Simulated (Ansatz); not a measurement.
# Pt: the cost of one run

Method: DFT LDA, scalar-relativistic, plane waves, PAW, in Ansatz 0.2.0.

## 1. The starting structure

Symmetry: P-3m1, No. 164, trigonal system. The conventional cell has a = 2.775 Å, b = 2.775 Å, c = 28.328 Å, α = 90.00°, β = 90.00°, γ = 120.00°. Around Pt (site symmetry 3m) lie 9 Pt at 2.77 Å. Pt (site symmetry 3m) has 12 Pt at 2.77 Å as nearest neighbours.

Structure file:

```xyz
6
Lattice="2.7747 0.0000 0.0000 1.3873 2.4029 0.0000 0.0000 0.0000 28.3276" Properties=species:S:1:pos:R:3 pbc="T T T"
Pt    0.0000    0.0000    8.5000
Pt    1.3873    0.8010   10.7655
Pt    2.7747    1.6020   13.0310
Pt    0.0000    0.0000   15.2966
Pt    1.3873    0.8010   17.5621
Pt    2.7747    1.6020   19.8276
```

## 2. Relaxing the atoms: Pt6 slab, no spin

File input.yaml:

```yaml
crystal:
  lattice:
    - [2.7746870094, 0.0, 0.0]
    - [1.3873435047, 2.4029494377, 0.0]
    - [0.0, 0.0, 28.3276122815]
  atoms:
    - { symbol: Pt, position: [0.0, 0.0, 0.3000605881] }
    - { symbol: Pt, position: [0.3333333333, 0.3333333333, 0.3800363528] }
    - { symbol: Pt, position: [0.6666666667, 0.6666666667, 0.4600121176] }
    - { symbol: Pt, position: [0.0, 0.0, 0.5399878824] }
    - { symbol: Pt, position: [0.3333333333, 0.3333333333, 0.6199636472] }
    - { symbol: Pt, position: [0.6666666667, 0.6666666667, 0.6999394119] }
scf:
  occupations: { method: gaussian, width: 0.1 }
output:
  forces: true
  stress: false
  write_density: true
  write_potential: true
  elf: true
  volumetric_format: npy
hamiltonian:
  xc: lda
efield:
  axis: 3
  dipole_correction: true
kpoints:
  mp_grid: { grid: [18, 18, 1] }
relax:
  f_tol: 0.01
```

Command:

```console
$ ansatz run input.yaml --threads 4 --pin off --max-ram 8192MiB --backend cpu --events-out ev --progress --plain --runs-dir out
```

Q: Estimate wall time and peak memory on 4 threads of Arm Neoverse V1, shared host.

About 49 s, with a peak of 0.79 GiB.
